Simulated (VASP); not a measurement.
# CdO (Monteponite) (Fm-3m) in VASP: settings compared

Aim: see how the results for CdO (Monteponite) move with the level of theory and the settings. Levels: PBE, TPSSh, r2SCAN0, r2SCANh, HF. Tasks: band structure.

Program: VASP 6.6.1. These are calculated values, not measurements. Logs are shortened: lines on timing, memory, paths and dates and some standing lists are left out, and cuts for length are marked.

## Step 1: Starting point

It takes space group Fm-3m (No. 225, cubic). Conventional cell: a = 4.699 Å, b = 4.699 Å, c = 4.699 Å, α = 90.00°, β = 90.00°, γ = 90.00°. Cd (site symmetry m-3m) is surrounded by 6 O at 2.35 Å. O (site symmetry m-3m) is surrounded by 6 Cd at 2.35 Å.

## Step 2: Band structure, PBE

INCAR reads:

```
SYSTEM = CdO
PREC = Accurate
ENCUT = 500
EDIFF = 1E-6
ISMEAR = -1
SIGMA = 0.05
LREAL = .FALSE.
LASPH = .TRUE.
NELM = 80
ALGO = Normal
ISIF = 2
LWAVE = .FALSE.
LCHARG = .FALSE.
GGA = PE
```

KPOINTS reads:

```
Automatic mesh
0
G
  10 10 10
  0 0 0
```

POSCAR reads:

```
CdO
1.0
    0.0000000000      2.3495000000      2.3495000000
    2.3495000000      0.0000000000      2.3495000000
    2.3495000000      2.3495000000      0.0000000000
Cd O
1 1
Direct
    0.0000000000      0.0000000000      0.0000000000
    0.5000000000      0.5000000000      0.5000000000
```

KPOINTS_OPT reads:

```
path GXWKGLUWLK,UX
20
line-mode
reciprocal
 0.0000000000  0.0000000000  0.0000000000  G
 0.5000000000  0.0000000000  0.5000000000  X

 0.5000000000  0.0000000000  0.5000000000  X
 0.5000000000  0.2500000000  0.7500000000  W

 0.5000000000  0.2500000000  0.7500000000  W
 0.3750000000  0.3750000000  0.7500000000  K

 0.3750000000  0.3750000000  0.7500000000  K
 0.0000000000  0.0000000000  0.0000000000  G

 0.0000000000  0.0000000000  0.0000000000  G
 0.5000000000  0.5000000000  0.5000000000  L

 0.5000000000  0.5000000000  0.5000000000  L
 0.6250000000  0.2500000000  0.6250000000  U

 0.6250000000  0.2500000000  0.6250000000  U
 0.5000000000  0.2500000000  0.7500000000  W

 0.5000000000  0.2500000000  0.7500000000  W
 0.5000000000  0.5000000000  0.5000000000  L

 0.5000000000  0.5000000000  0.5000000000  L
 0.3750000000  0.3750000000  0.7500000000  K

 0.6250000000  0.2500000000  0.6250000000  U
 0.5000000000  0.0000000000  0.5000000000  X
```

Potentials or basis: VASP PAW PBE potentials, release 54 (Cd, O).

On the command line:

```console
cat potpaw_PBE.54/Cd/POTCAR potpaw_PBE.54/O/POTCAR > POTCAR
mpirun -np 1 vasp_std > vasp.out
```

OUTCAR:

```text
SYSTEM = CdO
   PREC = Accurate
   ENCUT = 500
   EDIFF = 1E-6
   ISMEAR = -1
   LREAL = .FALSE.
   LASPH = .TRUE.
   NELM = 80
   ISIF = 2
   GGA = PE

 ion  position               nearest neighbor table
   1  0.000  0.000  0.000-   2 2.35   2 2.35   2 2.35   2 2.35   2 2.35   2 2.35
   2  0.500  0.500  0.500-   1 2.35   1 2.35   1 2.35   1 2.35   1 2.35   1 2.35

  LATTYP: Found a face centered cubic cell.
 ALAT       =     4.6990000000

  Lattice vectors:

 A1 = (   0.0000000000,   2.3495000000,   2.3495000000)
 A2 = (   2.3495000000,   0.0000000000,   2.3495000000)
 A3 = (   2.3495000000,   2.3495000000,   0.0000000000)

Analysis of symmetry for initial positions (statically):
=====================================================================
 Subroutine PRICEL returns:
 Original cell was already a primitive cell.

 Routine SETGRP: Setting up the symmetry group for a
 face centered cubic supercell.

 Subroutine GETGRP returns: Found 48 space group operations
 (whereof 48 operations were pure point group operations)
 out of a pool of 48 trial point group operations.

The static configuration has the point symmetry O_h .

Analysis of symmetry for dynamics (positions and initial velocities):
=====================================================================
 Subroutine PRICEL returns:
 Original cell was already a primitive cell.

 Routine SETGRP: Setting up the symmetry group for a
 face centered cubic supercell.

 Subroutine GETGRP returns: Found 48 space group operations
 (whereof 48 operations were pure point group operations)
 out of a pool of 48 trial point group operations.

The dynamic configuration has the point symmetry O_h .

 Subroutine INISYM returns: Found 48 space group operations
 (whereof 48 operations are pure point group operations),
 and found     1 'primitive' translations

----------------------------------------------------------------------------------------

                                     Primitive cell

  volume of cell :      25.9392

  direct lattice vectors                    reciprocal lattice vectors
     0.000000000  2.349500000  2.349500000    -0.212811236  0.212811236  0.212811236
     2.349500000  0.000000000  2.349500000     0.212811236 -0.212811236  0.212811236
     2.349500000  2.349500000  0.000000000     0.212811236  0.212811236 -0.212811236

  length of vectors
     3.322694765  3.322694765  3.322694765     0.368599874  0.368599874  0.368599874

  position of ions in fractional coordinates (direct lattice)
     0.000000000  0.000000000  0.000000000
     0.500000000  0.500000000  0.500000000

  ion indices of the primitive-cell ions
   primitive index   ion index
                 1           1
                 2           2

----------------------------------------------------------------------------------------

 KPOINTS: Automatic mesh

Automatic generation of k-mesh.
 Grid dimensions read from file:
 generate k-points for:   10   10   10

 Generating k-lattice:

  Cartesian coordinates                     Fractional coordinates (reciprocal lattice)
    -0.021281124  0.021281124  0.021281124     0.100000000  0.000000000  0.000000000
     0.021281124 -0.021281124  0.021281124     0.000000000  0.100000000  0.000000000
     0.021281124  0.021281124 -0.021281124     0.000000000  0.000000000  0.100000000

  Length of vectors
     0.036859987  0.036859987  0.036859987

  Shift w.r.t. Gamma in fractional coordinates (k-lattice)
     0.000000000  0.000000000  0.000000000

 Subroutine IBZKPT returns following result:
 ===========================================

 Found     47 irreducible k-points:

 Following reciprocal coordinates:
            Coordinates               Weight
  0.000000  0.000000  0.000000      1.000000
  0.100000  0.000000  0.000000      8.000000
  0.200000  0.000000  0.000000      8.000000
  0.300000  0.000000  0.000000      8.000000
  0.400000  0.000000  0.000000      8.000000
  0.500000  0.000000  0.000000      4.000000
[... 16 lines left out ...]
  0.300000  0.300000  0.000000      6.000000
  0.400000  0.300000  0.000000     24.000000
 [... further k-points ...]
   k-points           NKPTS =     47   k-points in BZ     NKDIM =     47   number of bands    NBANDS=     13
   number of dos      NEDOS =    301   number of ions     NIONS =      2
   total plane-waves  NPLWV =  13824
   dimension x,y,z NGX =    24 NGY =   24 NGZ =   24
   dimension x,y,z NGXF=    48 NGYF=   48 NGZF=   48
   ions per type =               1   1
   NGX,Y,Z   is equivalent  to a cutoff of  12.01, 12.01, 12.01 a.u.
   NGXF,Y,Z  is equivalent  to a cutoff of  24.02, 24.02, 24.02 a.u.
 SYSTEM =  CdO
   PREC   = accura    normal or accurate (medium, high low for compatibility)
   ISTART =      0    job   : 0-new  1-cont  2-samecut
   ICHARG =      2    charge: 1-file 2-atom 10-const
   ISPIN  =      1    spin polarized calculation?
   LNONCOLLINEAR =      F non collinear calculations
   LSORBIT =      F    spin-orbit coupling
   LASPH  =      T    aspherical Exc in radial PAW
   ENCUT  =  500.0 eV  36.75 Ry    6.06 a.u.   6.06  6.06  6.06*2*pi/ulx,y,z
   NELM   =     80;   NELMIN=  2; NELMDL= -5     # of ELM steps
   EDIFF  = 0.1E-05   stopping-criterion for ELM
   LREAL  =      F    real-space projection
   EDIFFG = 0.1E-04   stopping-criterion for IOM
   NSW    =      0    number of steps for IOM
   IBRION =     -1    ionic relax: 0-MD 1-quasi-New 2-CG
   NFREE  =      0    steps in history (QN), initial steepest desc. (CG)
   ISIF   =      2    stress and relaxation
   ISYM   =      2    0-nonsym 1-usesym 2-fastsym
   POTIM  = 0.5000    time-step for ionic-motion
   TEBEG  =    0.0;   TEEND  =   0.0 temperature during run
   PSTRESS=    0.0 pullay stress
   NELECT =      18.0000    total number of electrons
   NUPDOWN=      -1.0000    fix difference up-down
   EMIN   =  10.00;   EMAX   =-10.00  energy-range for DOS
   EFERMI =   0.00;   METHOD = LEGACY
   ISMEAR =    -1;   SIGMA  =   0.05  broadening in eV -4-tet -1-fermi 0-gaus
   EFERMI_NEDOS =   21; number of points for ismear=-14 and -15
   IALGO  =     38    algorithm
   IMIX   =      4    mixing-type and parameters
     AMIX     =   0.40;   BMIX     =  1.00
     AMIX_MAG =   1.60;   BMIX_MAG =  1.00
  volume/ion in A,a.u.               =      12.97        87.52
  Fermi-wavevector in a.u.,A,eV,Ry     =   1.449373  2.738918 28.581522  2.100683
  Thomas-Fermi vector in A             =   2.567107
   LORBIT       =      0    0 simple, 1 ext, 2 COOP (PROOUT), +10 PAW based schemes
   GGA     = PE    functional components
   LHFCALC =     F    Hartree Fock is set to
   AEXX    =    0.0000 exact exchange contribution
   IVDW    =     0    specifies the selected vdW correction
   LEPSILON=     F    determine dielectric tensor
   LRPA    =     F    only Hartree local field effects (RPA)
 non-spin polarized calculation
  energy-cutoff  :      500.00
  volume of cell :       25.94
 maximum number of plane-waves:       678
   NGX = 13   NGY = 13   NGZ = 13

 number of electron      17.9999986 magnetization

 Free energy of the ion-electron system (eV)
  ---------------------------------------------------
  ext. energy  EPLUGINS =         0.00000000
  ---------------------------------------------------
  free energy    TOTEN  =        -7.69681501 eV

  energy without entropy =       -7.69627648  energy(sigma->0) =       -7.69654574

 E-fermi :   2.2047     XC(G=0): -11.6987

 val. band max:        2.0393359732   @ k =   0.5000   0.0000   0.0000
 cond. band min:       2.6427041222   @ k =   0.1000   0.0000   0.0000
 fundamental gap:      0.6033681489
 Fermi energy:         2.2046862440

 k-point     1 :       0.0000    0.0000    0.0000
  band No.  band energies     occupation
      1     -15.3277      2.00000
      2      -4.6659      2.00000
      3      -4.6659      2.00000
      4      -4.6659      2.00000
      5      -4.3596      2.00000
      6      -4.3596      2.00000
      7       0.7099      2.00000
      8       0.7099      2.00000
      9       0.7099      2.00000
     10       1.6121      1.99999
     11      17.0303      0.00000
     12      19.0747      0.00000
     13      19.0747      0.00000

 k-point     2 :       0.1000    0.0000    0.0000
  band No.  band energies     occupation
      1     -15.2587      2.00000
      2      -4.7066      2.00000
      3      -4.6493      2.00000
      4      -4.6493      2.00000
      5      -4.4270      2.00000
      6      -4.4270      2.00000
      7      -0.1764      2.00000
      8       0.8474      2.00000
      9       0.8474      2.00000
     10       2.6427      0.00031
     11      15.7252      0.00000
     12      18.2373      0.00000
     13      18.2373      0.00000

 k-point     3 :       0.2000    0.0000    0.0000
  band No.  band energies     occupation
      1     -15.0719      2.00000
      2      -4.8609      2.00000
      3      -4.7647      2.00000
      4      -4.7647      2.00000
      5      -4.4229      2.00000
      6      -4.4229      2.00000
      7      -1.0945      2.00000
      8       1.1921      2.00000
      9       1.1921      2.00000
     10       4.0130      0.00000
     11      13.3884      0.00000
     12      16.7117      0.00000
     13      16.7117      0.00000
[... 305 lines left out ...]
 k-point    23 :       0.3000    0.3000    0.0000
  band No.  band energies     occupation
      1     -14.8210      2.00000
      2      -4.9699      2.00000
      3      -4.9203      2.00000
      4      -4.3076      2.00000
      5      -4.3076      2.00000
      6      -4.1859      2.00000
      7      -1.0380      2.00000
      8       0.2464      2.00000
      9       0.2464      2.00000
     10       6.1414      0.00000
     11      11.6206      0.00000
     12      13.8964      0.00000
     13      15.5660      0.00000

 k-point    24 :       0.4000    0.3000    0.0000
  band No.  band energies     occupation
      1     -14.7274      2.00000
      2      -5.0249      2.00000
      3      -4.7450      2.00000
      4      -4.3746      2.00000
      5      -4.2000      2.00000
      6      -4.0728      2.00000
      7      -1.4107      2.00000
      8       0.1805      2.00000
      9       0.2510      2.00000
     10       6.5072      0.00000
     11      10.8305      0.00000
     12      12.9386      0.00000
     13      15.3227      0.00000

 [... further k-points ...]

------------------------ aborting loop because EDIFF is reached ----------------------------------------

  FORCE on cell =-STRESS in cart. coord.  units (eV):
  Direction    XX          YY          ZZ          XY          YZ          ZX
  --------------------------------------------------------------------------------------
  -------------------------------------------------------------------------------------
  Total        1.2208387      1.2208387      1.2208387     -0.0000000      0.0000000     -0.0000000
  in kB       75.4071489     75.4071489     75.4071489     -0.0000000      0.0000000     -0.0000000
  external PRESSURE =      75.4071489 kB  Pullay stress =       0.0000000 kB

 VOLUME and BASIS-vectors are now :
 -----------------------------------------------------------------------------
  energy-cutoff  :      500.00
  volume of cell :       25.94
      direct lattice vectors                 reciprocal lattice vectors
     0.000000000  2.349500000  2.349500000    -0.212811236  0.212811236  0.212811236
     2.349500000  0.000000000  2.349500000     0.212811236 -0.212811236  0.212811236
     2.349500000  2.349500000  0.000000000     0.212811236  0.212811236 -0.212811236

 POSITION                                       TOTAL-FORCE (eV/Angst)
 -----------------------------------------------------------------------------------
      0.00000      0.00000      0.00000        -0.000000     -0.000000      0.000000
      2.34950      2.34950      2.34950         0.000000      0.000000      0.000000
 -----------------------------------------------------------------------------------
    total drift:                                0.000000     -0.000000     -0.000000

  FREE ENERGIE OF THE ION-ELECTRON SYSTEM (eV)
  ---------------------------------------------------
  free  energy   TOTEN  =        -7.6968150073 eV

  energy  without entropy=       -7.6962764797  energy(sigma->0) =       -7.69654574
```

It took 28 s on 1 thread of AMD EPYC 7R13 (Zen 3), shared host; peak memory 0.13 GiB.

Results:

```
Free energy             : -7.6968 eV
Pressure                : 7.5 GPa
Band gap along the path : none (metal or under the smearing width)
```

Levels at the corners of the path, in eV from the Fermi level:
| point | band 5 | band 6 | band 7 | band 8 | band 9 | band 10 | band 11 | band 12 | band 13 |
| --- | --- | --- | --- | --- | --- | --- | --- | --- | --- |
| Γ | -6.56 | -6.56 | -1.49 | -1.49 | -1.49 | -0.59 | 14.83 | 16.87 | 16.87 |
| X | -6.18 | -5.86 | -4.49 | -2.47 | -2.47 | 3.73 | 8.39 | 11.06 | 13.20 |
| X | -6.18 | -5.86 | -4.49 | -2.47 | -2.47 | 3.73 | 8.39 | 11.06 | 13.20 |
| W | -6.18 | -5.97 | -3.16 | -3.16 | -2.03 | 5.84 | 8.78 | 8.78 | 10.58 |
| W | -6.18 | -5.97 | -3.16 | -3.16 | -2.03 | 5.84 | 8.78 | 8.78 | 10.58 |
| K | -6.27 | -6.16 | -3.56 | -3.04 | -1.42 | 5.27 | 8.46 | 8.49 | 12.78 |
| K | -6.27 | -6.16 | -3.56 | -3.04 | -1.42 | 5.27 | 8.46 | 8.49 | 12.78 |
| Γ | -6.56 | -6.56 | -1.49 | -1.49 | -1.49 | -0.59 | 14.83 | 16.87 | 16.87 |
| Γ | -6.56 | -6.56 | -1.49 | -1.49 | -1.49 | -0.59 | 14.83 | 16.87 | 16.87 |
| L | -6.32 | -6.32 | -3.97 | -0.17 | -0.17 | 4.28 | 7.15 | 11.79 | 11.79 |
| L | -6.32 | -6.32 | -3.97 | -0.17 | -0.17 | 4.28 | 7.15 | 11.79 | 11.79 |
| U | -6.27 | -6.16 | -3.56 | -3.04 | -1.42 | 5.27 | 8.46 | 8.49 | 12.78 |
| U | -6.27 | -6.16 | -3.56 | -3.04 | -1.42 | 5.27 | 8.46 | 8.49 | 12.78 |
| W | -6.18 | -5.97 | -3.16 | -3.16 | -2.03 | 5.84 | 8.78 | 8.78 | 10.58 |
| W | -6.18 | -5.97 | -3.16 | -3.16 | -2.03 | 5.84 | 8.78 | 8.78 | 10.58 |
| L | -6.32 | -6.32 | -3.97 | -0.17 | -0.17 | 4.28 | 7.15 | 11.79 | 11.79 |
| L | -6.32 | -6.32 | -3.97 | -0.17 | -0.17 | 4.28 | 7.15 | 11.79 | 11.79 |
| K | -6.27 | -6.16 | -3.56 | -3.04 | -1.42 | 5.27 | 8.46 | 8.49 | 12.78 |
| U | -6.27 | -6.16 | -3.56 | -3.04 | -1.42 | 5.27 | 8.46 | 8.49 | 12.78 |
| X | -6.18 | -5.86 | -4.49 | -2.47 | -2.47 | 3.73 | 8.39 | 11.06 | 13.20 |

Caveat: this crystal is a semiconductor, whose small gap the functional closes, so the metal is an error of the method.

## Step 3: Band structure, TPSSh

POSCAR is that of step 2.

INCAR.step1 reads:

```
PREC = Accurate
ENCUT = 520
EDIFF = 1E-5
ISMEAR = -1
SIGMA = 0.05
LREAL = False
LASPH = True
NELM = 100
ALGO = Normal
ISIF = 2
LWAVE = True
LCHARG = False
NBANDS = 16
GGA = PE
```

INCAR.step2 reads:

```
PREC = Accurate
ENCUT = 520
EDIFF = 1E-6
ISMEAR = -1
SIGMA = 0.05
LREAL = False
LASPH = True
NELM = 100
ALGO = Normal
ISIF = 2
LWAVE = False
LCHARG = False
METAGGA = TPSS
LHFCALC = True
AEXX = 0.1
LMIXTAU = True
PRECFOCK = Normal
NBANDS = 16
ISTART = 1
```

KPOINTS reads:

```
regular mesh
0
Gamma
  5 5 5
```

KPOINTS_OPT: that of step 2 with these lines changed.

```diff
@@ -1,3 +1,3 @@
 path GXWKGLUWLK,UX
-20
+10
 line-mode
```

Potentials or basis: VASP PAW PBE potentials, release 64 (Cd, O).

On the command line:

```console
cat potpaw_PBE.64/Cd/POTCAR potpaw_PBE.64/O/POTCAR > POTCAR
cp INCAR.step1 INCAR
mpirun -np 1 vasp_std > vasp.out
cp INCAR.step2 INCAR
mpirun -np 1 vasp_std > vasp.out
```

It took 54 min on 1 thread of Intel Xeon 6975P-C (Granite Rapids), shared host; peak memory 0.19 GiB.

It converged, with:

```yaml
Free_energy: -18.4096 eV
Pressure: 2.3 GPa
Band_gap_on_the_k_mesh: 0.45 eV, indirect (least direct gap 1.69 eV)
```

Levels at the corners of the path, in eV from the valence-band top:
| point | band 6 | band 7 | band 8 | band 9 | band 10 | band 11 | band 12 | band 13 |
| --- | --- | --- | --- | --- | --- | --- | --- | --- |
| Γ | -6.79 | -1.47 | -1.47 | -1.47 | 0.21 | 15.46 | 18.00 | 18.00 |
| X | -5.96 | -4.51 | -2.37 | -2.37 | 4.99 | 9.54 | 11.83 | 14.63 |
| X | -5.96 | -4.51 | -2.37 | -2.37 | 4.99 | 9.54 | 11.83 | 14.63 |
| W | -6.06 | -3.10 | -3.10 | -1.85 | 7.18 | 9.84 | 9.84 | 11.85 |
| W | -6.06 | -3.10 | -3.10 | -1.85 | 7.18 | 9.84 | 9.84 | 11.85 |
| K | -6.74 | -4.02 | -3.42 | -1.77 | 6.57 | 9.48 | 9.59 | 14.19 |
| K | -6.74 | -4.02 | -3.42 | -1.77 | 6.57 | 9.48 | 9.59 | 14.19 |
| Γ | -6.79 | -1.47 | -1.47 | -1.47 | 0.21 | 15.46 | 18.00 | 18.00 |
| Γ | -6.79 | -1.47 | -1.47 | -1.47 | 0.21 | 15.46 | 18.00 | 18.00 |
| L | -6.41 | -3.92 | 0.00 | 0.00 | 5.13 | 8.50 | 13.08 | 13.08 |
| L | -6.41 | -3.92 | 0.00 | 0.00 | 5.13 | 8.50 | 13.08 | 13.08 |
| U | -6.74 | -4.02 | -3.42 | -1.77 | 6.57 | 9.48 | 9.59 | 14.19 |
| U | -6.74 | -4.02 | -3.42 | -1.77 | 6.57 | 9.48 | 9.59 | 14.19 |
| W | -6.06 | -3.10 | -3.10 | -1.85 | 7.18 | 9.84 | 9.84 | 11.85 |
| W | -6.06 | -3.10 | -3.10 | -1.85 | 7.18 | 9.84 | 9.84 | 11.85 |
| L | -6.41 | -3.92 | 0.00 | 0.00 | 5.13 | 8.50 | 13.08 | 13.08 |
| L | -6.41 | -3.92 | 0.00 | 0.00 | 5.13 | 8.50 | 13.08 | 13.08 |
| K | -6.74 | -4.02 | -3.42 | -1.77 | 6.57 | 9.48 | 9.59 | 14.19 |
| U | -6.74 | -4.02 | -3.42 | -1.77 | 6.57 | 9.48 | 9.59 | 14.19 |
| X | -5.96 | -4.51 | -2.37 | -2.37 | 4.99 | 9.54 | 11.83 | 14.63 |

Caveat: the k mesh is coarse (spacing up to 0.46 Å⁻¹), so the values aren't converged, least of all with exact exchange; an unscreened hybrid on a path of extra k points without a Coulomb cutoff has errors near the mesh points, so the bands along the path aren't reliable; the PAW data sets were made with another functional, which shifts forces and pressure a little; an odd mesh through Γ misses points on the zone boundary, where band edges often lie.

(Part 1 of 2 ends here.)
